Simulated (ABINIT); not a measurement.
Runs of ABINIT 10.8.3 (patched build) on HfC. Symmetry: Fm-3m, No. 225, cubic system. The conventional cell has a = 4.650 Å, b = 4.650 Å, c = 4.650 Å, α = 90.00°, β = 90.00°, γ = 90.00°. Around Hf (site symmetry m-3m) lie 6 C at 2.33 Å. C (site symmetry m-3m) is surrounded by 6 Hf at 2.33 Å. 

```tsv
task	level	potentials or basis	spin	k mesh	cutoff (eV)	fine-grid cutoff	gap on the mesh (eV)	pressure (GPa)	V0 of scaled cells (Å³/atom)	B0 (GPa)
equation of state	LDA	JTH PAW LDA v2.0	off	10 × 10 × 10	544	1088.46 eV	-	-	11.96	267
band structure	RPBE	JTH PAW PBE v2.0	off	10 × 10 × 10	544	1088.46 eV	none	3.9	-	-
band structure	PW91	JTH PAW PBE v2.0	off	10 × 10 × 10	544	1088.46 eV	none	-0.3	-	-
equation of state	RPBE	JTH PAW PBE v2.0	off	10 × 10 × 10	544	1088.46 eV	-	-	(c)	232
band structure	PBEsol	PseudoDojo NC SR PBEsol v0.4.1 standard	off	10 × 10 × 10	1116	-	none	(b)	-	-
single point	PBEsol	JTH PAW PBE v2.0	off	8 × 8 × 8	544	1088.46 eV	none	-6.6	-	-
band structure	LDA-PZ	JTH PAW LDA v2.0	SOC, no magnetisation	10 × 10 × 10	544	1088.46 eV	none	(a)	-	-
band structure	PBEsol	JTH PAW PBE v2.0	off	10 × 10 × 10	544	1088.46 eV	none	-6.6	-	-
```

Alike in all rows: cell as given; smearing fermi-dirac 0.05 eV.

Task: Estimate the missing entries.

Result: (a) -12.2; (b) -6.2; (c) 12.79.

Caveats: the PAW data sets were made with another functional, which shifts forces and pressure a little (some runs); spin-orbit coupling is left out, which moves the levels of the heavy elements (some runs); pressures at fixed basis lie under the slope of the energies (some runs).

A k mesh can miss the band edges, and rows without SOC leave out spin-orbit coupling on Hf.

A gap of «none» marks a metal or a gap under the smearing width.

Runs at the PBE level aren't shown here.
